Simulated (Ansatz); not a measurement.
`CC([SiH3])C=N` + `CNC(C)=O` → `CC(=O)N(C)C` + `N=CC[SiH3]`  (substitution at a C–C bond)

Program: Ansatz. Geometries: PBE0-D4/def2-TZVP. ΔE: electronic, gas phase. CCSD(T)/CBS is the MP2 limit (def2-TZVPP, def2-QZVPP) plus CCSD(T) − MP2 in def2-TZVPP, frozen cores. Functionals use def2-TZVPP. B3LYP here is the variant with VWN-RPA as its local correlation; programs differ in this. One conformer a species, not always the lowest.

```csv
level,ΔE (kcal/mol),difference from CCSD(T)/CBS
r2SCAN-D4,5.3,-0.5
PBE0-D4,5.5,-0.3
ωB97M-V,5.6,-0.2
B2PLYP,5.4,-0.4
r2SCAN,5.4,-0.4
PBE0,5.6,-0.2
B3LYP,5.3,-0.5
MP2/def2-TZVPP,5.7,-0.1
CCSD(T)/def2-TZVPP,5.4,-0.4
HF/def2-QZVPP,6.1,0.3
CCSD(T)/CBS,5.8,0
```

Largest T1 diagnostic among the species: 0.014.

CCSD(T)/CBS has its own doubt, a few kJ/mol and more with outer-core shells, so smaller differences from it don't rank the levels.
